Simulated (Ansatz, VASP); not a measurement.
Given: the input of a run of VASP 6.6.1 on MnS.

File INCAR:

```
SYSTEM = MnS
PREC     = Accurate       ! precision mode
ENCUT    = 520            ! plane-wave cutoff, eV
EDIFF    = 1E-7           ! SCF threshold, eV
ISMEAR   = -1             ! smearing method
SIGMA    = 0.05           ! smearing width, eV
LREAL    = .False.        ! projectors in reciprocal space
LASPH    = .True.         ! aspherical terms in the spheres
NELM     = 150            ! most SCF steps
ALGO     = Normal         ! electronic algorithm
ISIF     = 2              ! what is computed and relaxed
LWAVE    = .False.        ! write WAVECAR
LCHARG   = .True.         ! write CHGCAR
ISPIN    = 2              ! spin polarisation
MAGMOM   = 4 0            ! initial moments
LORBIT   = 11             ! projections on sites
LMAXMIX  = 4              ! l up to which the mixer works
GGA      = PE             ! functional
LELF     = .True.         ! ELF
LVHAR    = .True.       
NBANDS   = 20             ! bands
```

KPOINTS

```
regular mesh
0
Gamma
  9 9 9
  0 0 0
```

POSCAR

```
MnS
1.0
    0.0000000000      2.6045000000      2.6045000000
    2.6045000000      0.0000000000      2.6045000000
    2.6045000000      2.6045000000      0.0000000000
Mn S
1 1
Direct
    0.0036870000      0.0020330000     -0.0113660000
    0.5063840000      0.5112610000      0.4877610000
```

Potentials or basis: VASP PAW PBE potentials, release 64 (Mn_pv, S).

Launch:

```bash
$ cat potpaw_PBE.64/Mn_pv/POTCAR potpaw_PBE.64/S/POTCAR > POTCAR
$ mpirun -np 1 vasp_std > vasp.out
```

Q: Set up the same calculation for Ansatz 0.2.0. Potentials there: Ansatz PAW.

A: As run (the cutoff follows the program's own potentials):

Contents of input.yaml:

```yaml
crystal:
  lattice:
    - [0.0, 2.6045, 2.6045]
    - [2.6045, 0.0, 2.6045]
    - [2.6045, 2.6045, 0.0]
  atoms:
    - { symbol: Mn, position: [0.003687, 0.002033, -0.011366], spin: 4.0 }
    - { symbol: S, position: [0.506384, 0.511261, 0.487761] }
hamiltonian:
  xc: pbe
  pseudopotentials: { kind: paw }
magnetization:
  spin_polarized: true
kpoints:
  mp_grid: { grid: [9, 9, 9] }
scf:
  occupations: { method: fermi_dirac, width: 0.05 }
output:
  forces: true
  stress: true
  eigenvalues: true
```

Potentials or basis: Ansatz PAW.

The run is started by

```bash
$ ansatz run input.yaml --threads 1 --pin off --max-ram 3584MiB --backend cpu --events-out ev --progress --plain --runs-dir out
```

Both were run:

|  | VASP | Ansatz | Ansatz less VASP |
| --- | --- | --- | --- |
| gap on the k mesh at the Fermi level (eV) | none | none | - |
| pressure (GPa) | -2.8 | -2.8 | 0.00 |
| largest component of the traceless stress (GPa) | 0.05 | 0.05 | -0.001 |
| rms of the force components (eV/Å) | 0.055 | 0.054 | -0.0005 |
| net moment per atom (μB) | 2.36 | 2.36 | -0.001 |
| size of the moment on the site where the two differ most (μB) | 4.26 | 4.19 | -0.065 |

Site moments also hang on the region over which each program counts them. Atom by atom the forces differ by 0.001 eV/Å (rms over components). A gap of «none» marks a metal or a gap that the smearing closes. The two sets of potentials don't hold the same shells in valence.

Caveats: a cell with one magnetic atom can't hold antiferromagnetic order, which such compounds often take; semilocal functionals often make such compounds metallic where correlation or magnetic order opens a gap, which also shifts bond lengths.
